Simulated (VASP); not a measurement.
# SiO2 (P4_2/mnm) in VASP: Born charges and dielectric tensor with RPBE

Aim: the Born charges and dielectric tensor of SiO2 with RPBE.

Everything below comes from runs of VASP 6.6.1. Logs are shortened: lines on timing, memory, paths and dates and some standing lists are left out, and cuts for length are marked.

## Step 1: The structure

It takes space group P4_2/mnm (No. 136, tetragonal). The conventional cell has a = 4.265 Å, b = 4.265 Å, c = 2.699 Å, α = 90.00°, β = 90.00°, γ = 90.00°. Si (site symmetry mmm) has 6 O at 1.78 to 1.85 Å as nearest neighbours. O (site symmetry m2m) is surrounded by 3 Si at 1.78 to 1.85 Å.

## Step 2: Born charges and dielectric tensor, RPBE

Contents of INCAR:

```
PREC     = Accurate       # precision mode
ENCUT    = 600            # plane-wave cutoff, eV
EDIFF    = 1E-8           # SCF threshold, eV
ISMEAR   = 0              # smearing method
SIGMA    = 0.02           # smearing width, eV
LREAL    = F              # projectors in reciprocal space
LASPH    = T              # aspherical terms in the spheres
NELM     = 60             # most SCF steps
ALGO     = Normal         # electronic algorithm
ISIF     = 2              # what is computed and relaxed
LWAVE    = F              # write WAVECAR
LCHARG   = F              # write CHGCAR
GGA      = RP             # functional
LEPSILON = T              # dielectric tensor by DFPT
IBRION   = 8              # ionic algorithm
NSW      = 1              # ionic steps
```

Contents of KPOINTS:

```
regular mesh
0
Gamma
  6 6 8
```

Contents of POSCAR:

```
SiO2
1.0
    4.2650200000      0.0000000000      0.0000000000
    0.0000000000      4.2650200000      0.0000000000
    0.0000000000      0.0000000000      2.6994800000
Si O
2 4
Direct
    0.0000000000      0.0000000000      0.0000000000
    0.5000000000      0.5000000000      0.5000000000
    0.3075000000      0.3075000000      0.0000000000
    0.1925000000      0.8075000000      0.5000000000
    0.6925000000      0.6925000000      0.0000000000
    0.8075000000      0.1925000000      0.5000000000
```

Potentials or basis: VASP PAW PBE potentials, release 64 (Si, O).

Started as:

```
$ cat potpaw_PBE.64/Si/POTCAR potpaw_PBE.64/O/POTCAR > POTCAR
$ mpirun -np 1 vasp_std > vasp.out
```

OUTCAR:

```text
PREC = Accurate
   ENCUT = 600
   EDIFF = 1E-8
   ISMEAR = 0
   LREAL = F
   LASPH = T
   NELM = 60
   ISIF = 2
   GGA = RP
   LEPSILON = T
   IBRION = 8
   NSW = 1

 ion  position               nearest neighbor table
   1  0.000  0.000  0.000-   4 1.78   6 1.78   4 1.78   6 1.78   5 1.85   3 1.85
   2  0.500  0.500  0.500-   3 1.78   5 1.78   3 1.78   5 1.78   4 1.85   6 1.85
   3  0.307  0.307  0.000-   2 1.78   2 1.78   1 1.85
   4  0.193  0.807  0.500-   1 1.78   1 1.78   2 1.85
   5  0.693  0.693  0.000-   2 1.78   2 1.78   1 1.85
   6  0.807  0.193  0.500-   1 1.78   1 1.78   2 1.85

  LATTYP: Found a simple tetragonal cell.
 ALAT       =     4.2650200000
 C/A-ratio  =     0.6329348983

  Lattice vectors:

 A1 = (   4.2650200000,   0.0000000000,   0.0000000000)
 A2 = (   0.0000000000,   4.2650200000,   0.0000000000)
 A3 = (   0.0000000000,   0.0000000000,   2.6994800000)

Analysis of symmetry for initial positions (statically):
=====================================================================
 Subroutine PRICEL returns:
 Original cell was already a primitive cell.

[... 892 lines left out ...]
  1Z     0.000000    0.000000  -21.093584    0.000000    0.000000   -0.265043    0.000000    0.000000    1.383504    0.000000    0.000000    9.295810    0.000000    0.000000    1.383504    0.000000    0.000000    9.295810
  2X    14.395862    0.007246    0.000000  -27.936672   -9.969366    0.000000    7.316057    4.565200    0.000000   -0.545652    0.415860    0.000000    7.316057    4.565200    0.000000   -0.545652    0.415860    0.000000
  2Y     0.007246   14.395862    0.000000   -9.969366  -27.936672    0.000000    4.565200    7.316057    0.000000    0.415860   -0.545652    0.000000    4.565200    7.316057    0.000000    0.415860   -0.545652    0.000000
  2Z     0.000000    0.000000   -0.265043    0.000000    0.000000  -21.093584    0.000000    0.000000    9.295810    0.000000    0.000000    1.383504    0.000000    0.000000    9.295810    0.000000    0.000000    1.383504
  3X    -0.542682   -0.420829    0.000000    7.316173    4.571339    0.000000  -20.055642   -8.856826    0.000000    0.154947    0.146127    0.000000    4.601355    4.709153    0.000000    8.525849   -0.148963    0.000000
  3Y    -0.420829   -0.542682    0.000000    4.571339    7.316173    0.000000   -8.856826  -20.055642    0.000000   -0.148963    8.525849    0.000000    4.709153    4.601355    0.000000    0.146127    0.154947    0.000000
  3Z     0.000000    0.000000    1.377744    0.000000    0.000000    9.291760    0.000000    0.000000  -18.188520    0.000000    0.000000    3.867590    0.000000    0.000000   -0.216163    0.000000    0.000000    3.867590
  4X     7.316173   -4.571339    0.000000   -0.542682    0.420829    0.000000    0.154947   -0.146127    0.000000  -20.055642    8.856826    0.000000    8.525849    0.148963    0.000000    4.601355   -4.709153    0.000000
  4Y    -4.571339    7.316173    0.000000    0.420829   -0.542682    0.000000    0.148963    8.525849    0.000000    8.856826  -20.055642    0.000000   -0.146127    0.154947    0.000000   -4.709153    4.601355    0.000000
  4Z     0.000000    0.000000    9.291760    0.000000    0.000000    1.377744    0.000000    0.000000    3.867590    0.000000    0.000000  -18.188520    0.000000    0.000000    3.867590    0.000000    0.000000   -0.216163
  5X    -0.542682   -0.420829    0.000000    7.316173    4.571339    0.000000    4.601355    4.709153    0.000000    8.525849   -0.148963    0.000000  -20.055642   -8.856826    0.000000    0.154947    0.146127    0.000000
  5Y    -0.420829   -0.542682    0.000000    4.571339    7.316173    0.000000    4.709153    4.601355    0.000000    0.146127    0.154947    0.000000   -8.856826  -20.055642    0.000000   -0.148963    8.525849    0.000000
  5Z     0.000000    0.000000    1.377744    0.000000    0.000000    9.291760    0.000000    0.000000   -0.216163    0.000000    0.000000    3.867590    0.000000    0.000000  -18.188520    0.000000    0.000000    3.867590
  6X     7.316173   -4.571339    0.000000   -0.542682    0.420829    0.000000    8.525849    0.148963    0.000000    4.601355   -4.709153    0.000000    0.154947   -0.146127    0.000000  -20.055642    8.856826    0.000000
  6Y    -4.571339    7.316173    0.000000    0.420829   -0.542682    0.000000   -0.146127    0.154947    0.000000   -4.709153    4.601355    0.000000    0.148963    8.525849    0.000000    8.856826  -20.055642    0.000000
  6Z     0.000000    0.000000    9.291760    0.000000    0.000000    1.377744    0.000000    0.000000    3.867590    0.000000    0.000000   -0.216163    0.000000    0.000000    3.867590    0.000000    0.000000  -18.188520

 Eigenvectors and eigenvalues of the dynamical matrix
 ----------------------------------------------------

   1 f  =   26.762463 THz   168.153512 2PiTHz  892.699664 cm-1   110.680602 meV
             X         Y         Z           dx          dy          dz
      0.000000  0.000000  0.000000     0.000000   -0.000000    0.000000
      2.132510  2.132510  1.349740    -0.000000   -0.000000   -0.000000
      1.311494  1.311494  0.000000     0.353553    0.353553    0.000000
      0.821016  3.444004  1.349740     0.353553   -0.353553    0.000000
      2.953526  2.953526  0.000000    -0.353553   -0.353553    0.000000
      3.444004  0.821016  1.349740    -0.353553    0.353553   -0.000000
[... 145 lines left out ...]
  18 f/i=    0.004282 THz     0.026902 2PiTHz    0.142818 cm-1     0.017707 meV
             X         Y         Z           dx          dy          dz
      0.000000  0.000000  0.000000    -0.000000    0.000000   -0.483318
      2.132510  2.132510  1.349740    -0.000000    0.000000   -0.483318
      1.311494  1.311494  0.000000    -0.000000    0.000000   -0.364968
      0.821016  3.444004  1.349740    -0.000000    0.000000   -0.364968
      2.953526  2.953526  0.000000    -0.000000    0.000000   -0.364968
      3.444004  0.821016  1.349740    -0.000000    0.000000   -0.364968

--------------------------------------------------------------------------------------------------------

 MACROSCOPIC STATIC DIELECTRIC TENSOR IONIC CONTRIBUTION
 ------------------------------------------------------
          10.242913     0.000000     0.000000
           0.000000    10.242913    -0.000000
           0.000000    -0.000000     5.731914
 ------------------------------------------------------

 ELASTIC MODULI CONTR FROM IONIC RELAXATION (kBar)
 Direction    XX          YY          ZZ          XY          YZ          ZX
 --------------------------------------------------------------------------------
 XX        -988.0730    -64.6313     18.4240     -0.0000     -0.0000     -0.0000
 YY         -64.6313   -988.0730     18.4240     -0.0000      0.0000      0.0000
 ZZ          18.4240     18.4240     -0.6449      0.0000      0.0000      0.0000
 XY          -0.0000     -0.0000      0.0000    -50.3133     -0.0000     -0.0000
 YZ          -0.0000      0.0000      0.0000     -0.0000    -23.6952     -0.0000
 ZX          -0.0000      0.0000      0.0000     -0.0000     -0.0000    -38.0731
 --------------------------------------------------------------------------------

 PIEZOELECTRIC TENSOR IONIC CONTR  for field in x, y, z        (C/m^2)
          XX          YY          ZZ          XY          YZ          ZX
  --------------------------------------------------------------------------------
  x    -0.00000     0.00000     0.00000    -0.00000     0.00000     0.00000
  y    -0.00000    -0.00000     0.00000     0.00000     0.00000    -0.00000
  z     0.00000    -0.00000     0.00000    -0.00000    -0.00000    -0.00000
```

stdout:

```text
POSCAR found type information on POSCAR SiO
 POSCAR found :  2 types and       6 ions
 scaLAPACK will be used
 -----------------------------------------------------------------------------
|                                                                             |
|                                                                             |
[... 87 lines left out ...]
 first order change of Fermi-energy  -0.20914E+01
 force on displaced ion       3 direction 1 : -20.056  -8.857   0.000
 Born effective charge ion    3 direction 1 :  -1.917  -0.599   0.000
 Linear response progress:
 first order change of Fermi-energy   0.12799E-01
 force on displaced ion       3 direction 3 :   0.002   0.002 -18.189
 Born effective charge ion    3 direction 3 :   0.000   0.000  -2.038
 Born effective charges drift removed
 Linear response finished
```

It took 10 min on 1 thread of AMD EPYC 9R45 (Zen 5), shared host; peak memory 0.54 GiB.

Results:

```
Band gap on the k mesh                                  : 4.85 eV, direct
Electronic dielectric tensor (diagonal)                 : 3.42, 3.42, 3.59
Born charges (mean of the diagonal)                     : Si +3.91; O -1.96 e
Highest phonon frequency at Γ, LO-TO splitting left out : 893 cm⁻¹
```

Phonon frequencies in cm⁻¹ (negative: imaginary):
| q point | frequencies |
| --- | --- |
| (0.000, 0.000, 0.000) | 0 0 0 226 367 412 412 521 521 553 553 571 623 709 715 791 791 893 |

Electronic dielectric tensor:
```
3.42 0.00 0.00
0.00 3.42 0.00
0.00 0.00 3.59
```

Born effective charge tensors (e):
atom 1, Si
```
3.83 0.43 0.00
0.43 3.83 0.00
0.00 0.00 4.08
```
atom 2, Si
```
 3.83 -0.43  0.00
-0.43  3.83  0.00
 0.00  0.00  4.08
```
atom 3, O
```
-1.92 -0.60  0.00
-0.60 -1.92  0.00
 0.00  0.00 -2.04
```
atom 4, O
```
-1.92  0.60  0.00
 0.60 -1.92  0.00
 0.00  0.00 -2.04
```
atom 5, O
```
-1.92 -0.60  0.00
-0.60 -1.92  0.00
 0.00  0.00 -2.04
```
atom 6, O
```
-1.92  0.60  0.00
 0.60 -1.92  0.00
 0.00  0.00 -2.04
```

A k mesh can miss the band edges.
